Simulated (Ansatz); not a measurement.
## A trial form of C

These are results of DFT PBE, scalar-relativistic, plane waves, PAW (Ansatz), not measurements. Cutoff 420 eV, Gaussian smearing, Γ-centred meshes. Cell and atoms relax first on a coarse mesh and then on a finer one. In between, the cell is made exact in the group found at 0.06 Å. In metals the finer mesh still leaves noise of several meV/atom or more. The steps can't lower the symmetry of their start. No spin polarisation in the relaxation; trial moments died out in a coarse test.

Recipe of this trial structure of C: random cell by space group and Wyckoff sites (Cmmm, No. 65). Lengths were set from tabulated atomic sizes, so they are only a guess.

```xyz
3
Lattice="1.1882 -1.7013 0.0000 1.1882 1.7013 0.0000 0.0000 0.0000 4.8843" Properties=species:S:1:pos:R:3 pbc="T T T"
C     1.1882    0.0000    3.3730
C     1.1882    0.0000    1.5113
C     0.0000    0.0000    2.4422
```

Energies count from the standard state of C at the same level.

Problem. Describe the relaxed structure.

Solution. The symmetry stays Cmmm (No. 65). The volume per atom grows by 70.0 %, from 6.6 to 11.2 Å³. The shortest distance goes from 1.51 Å (C–C) to 1.38 Å (C–C). The energy falls by about 2.4 eV/atom (the start's value is from the coarse mesh). Conventional cell: a = 2.364 Å, b = 8.370 Å, c = 3.393 Å. C on a site of symmetry mm2 has 1 C at 1.38 Å and 2 C at 1.55 Å; C on a site of symmetry mmm has 4 C at 1.55 Å.

```
CELL_PARAMETERS angstrom
1.18192 -4.18509 0.00000
1.18192 4.18509 0.00000
0.00000 0.00000 3.39294
ATOMIC_POSITIONS crystal
C 0.50000 0.50000 0.79604
C 0.50000 0.50000 0.20396
C 0.00000 0.00000 0.50000
```

Problem. How does it come out in energy, and is it a metal?

Solution.

| Quantity | Value |
| --- | --- |
| Energy over the standard state | +1.79 eV/atom |
| Gap on the 20×20×14 mesh of the 3-atom cell | 0 eV (a metal) |

So it is a metastable form at best.

The last run used Gaussian smearing of 0.10 eV. Weakly bound directions are ill-defined at this level, which has no dispersion term. The reference form of C is held partly by dispersion forces, which this level lacks. A structure relaxed within its symmetry needn't be a true minimum.
